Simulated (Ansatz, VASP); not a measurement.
**Two plane-wave programs on N**

```xyz
4
Lattice="4.1672 0.0000 0.0000 -2.0836 3.6089 0.0000 0.0000 0.0000 7.2862" Properties=species:S:1:pos:R:3 pbc="T T T"
N     0.0000    2.4060    2.3967
N     0.0000    2.4060    1.2465
N     2.0836    1.2030    6.0398
N     2.0836    1.2030    4.8896
```

Change from the starting cell: strain +0.000 along x and y, +0.040 along z, atoms carried along.

Alike in both runs: task single point; functional PBEsol; k mesh 6 × 6 × 4; occupations gaussian, width 0.05 eV; no spin polarisation.

```csv
,VASP,Ansatz
version,VASP 6.6.1,Ansatz 0.2.0
potentials or method,"VASP PAW PBE potentials, release 64 (N)","scalar-relativistic, plane waves, PAW"
plane-wave cutoff (eV),520,420
valence electrons in the cell,20,20
```

```csv
,VASP,Ansatz,Ansatz less VASP
gap on the k mesh at the Fermi level (eV),6.61,6.65,+0.039
least direct gap on the mesh (eV),6.86,6.90,+0.038
pressure (GPa),-5.7,-6.6,-0.91
largest component of the traceless stress (GPa),11.40,13.43,+2.035
rms of the force components (eV/Å),2.927,3.461,+0.5344
```

Atom by atom the forces differ by 0.534 eV/Å (rms over components).

Caveats: the standard files for N, O and F lose accuracy on very short bonds; the PAW data sets were made with another functional, which shifts forces and pressure a little (VASP). A k mesh can miss the band edges.
